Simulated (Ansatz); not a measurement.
# MnO2 under changes of volume

One of the cells (10.839 Å³/atom); the others are scaled copies at fixed shape and fractional positions:

```
Mn O
1.0
     2.85658    0.00000    0.00000
    -1.42829    2.47387    0.00000
     0.00000    0.00000    4.60137
Mn O
1 2
Cartesian
  0.0000 0.0000 2.3007
  0.0000 1.6492 3.2499
  1.4283 0.8246 1.3515
```

Measurements of this composition are mostly on another form, of space group No. 136.

| Item | Value |
| --- | --- |
| Program | Ansatz 0.2.0 |
| Functional | PBEsol |
| Potentials or basis | Ansatz PAW |
| Cutoff | 420 eV (not typed: the program's choice for these potentials) |
| k mesh | 11 × 11 × 6 |
| Occupations | fermi-dirac, width 0.05 eV |
| Spin | collinear spin, ferromagnetic start |
| Starting moments | [4.0, 0.0, 0.0] μB |

```tsv
volume (Å³/atom)	energy over the lowest point (meV/atom)	pressure (GPa)	gap on the mesh (eV)	largest force (eV/Å)
10.189	18.14	11.8	0.49	0.801
10.405	5.75	6.6	0.58	0.452
10.622	0.00	2.0	0.66	0.131
10.839	0.16	-2.2	0.73	0.164
11.056	?	?	?	?
11.273	15.79	-9.1	0.88	0.684
11.489	30.18	-12.1	0.94	0.913
```

Task: What does the run at 11.056 Å³/atom give?

Result: Energy over the lowest point 5.60 meV/atom; pressure -5.8 GPa; gap on the mesh 0.81 eV; largest force 0.434 eV/Å.

Worked out: A Birch-Murnaghan fit of order 3 (a polynomial in V^(-2/3)) to the other rows has its minimum at 10.72 Å³/atom with B0 = V·E''(V) = 205 GPa and B' = 4.6 at fixed shape and positions, which overstates the stiffness. It gives 5.61 meV/atom at 11.056 Å³/atom, against the run's 5.60, and -dE/dV = -5.8 GPa, against -5.8. A straight line through the other rows of the gap, of slope 3.74 eV per unit of ln V, gives 0.80 eV, against the run's 0.81.

Energies are extrapolated to zero smearing.

Caveats: odd divisions of the mesh miss points on the zone boundary, where band edges often lie, so the gap on the mesh can be too wide; a cell with one magnetic atom can't hold antiferromagnetic order, which such compounds often take; the PAW data sets come from PBE, with cores solved anew for the run's functional, which leaves a small shift of forces and pressure.

A mesh can miss the band edges.
